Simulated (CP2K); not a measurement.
SnSe: equation of state with LDA

Crystal: SnSe.

```
Sn Se
1.0
     4.25678    0.00000    0.00000
     2.12839    3.68648    0.00000
     2.12839    1.22883    3.47565
Sn Se
1 1
Direct
  0.00000 0.00000 0.00000
  0.50000 0.50000 0.50000
```

Measurements of this composition are mostly on another form, of space group No. 62.

- Program: CP2K 2026.2
- Task: equation of state
- Functional: LDA
- Potentials or basis: GTH_POTENTIALS Sn GTH-PADE-q4, Se GTH-PADE-q6; DZVP-MOLOPT-PBE-GTH basis
- Density cutoff: 6123 eV
- k mesh: 8 × 8 × 8
- Occupations: fermi-dirac, width 0.05 eV
- Spin: no spin polarisation
- SCF solver: diagonalisation with k points
- Quickstep method: GPW
- EPS_DEFAULT: 1.0E-9
- EPS_SCF: 1.0E-6
- MAX_SCF: 100
- SCF_GUESS: ATOMIC
- k points reduced by the point group: yes
- Mesh centred on Gamma: yes
- CHOLESKY: OFF
- EPS_EIGVAL: 1.0E-7
- MIXING METHOD: BROYDEN_MIXING
- MIXING ALPHA: 0.4
- NBUFFER: 8
- NGRIDS: 5
- Basis sets: Sn DZVP-MOLOPT-PBE-GTH-q4, Se DZVP-MOLOPT-PBE-GTH-q6
- Potentials: Sn GTH-PADE-q4 of GTH_POTENTIALS, Se GTH-PADE-q6 of GTH_POTENTIALS
- ADDED_MOS: [10]
- REL_CUTOFF (Ry): 60 Ry
- MIXING BETA (1/bohr): 1.5 1/bohr
- CUTOFF of the grids: 450 Ry

```yaml
Equilibrium_volume: "25.63 Å³/atom (rough: see the caveat)"
Bulk_modulus: 59 GPa (rough)
```

Energy against volume, from the lowest point:
```
volume (Å³/atom)  energy (meV/atom)
          25.635               0.00
          26.180               2.06
          26.725               7.99
          27.271              17.33
          27.816              29.72
          28.362              44.88
          28.907              62.49
```

All runs of the series together: 59 s on 2 threads of Arm Neoverse V2, on a shared host.

Caveat: the minimum lies outside the volumes run; the basis of atomic orbitals isn't converged, which shifts pressures, moduli and gaps.
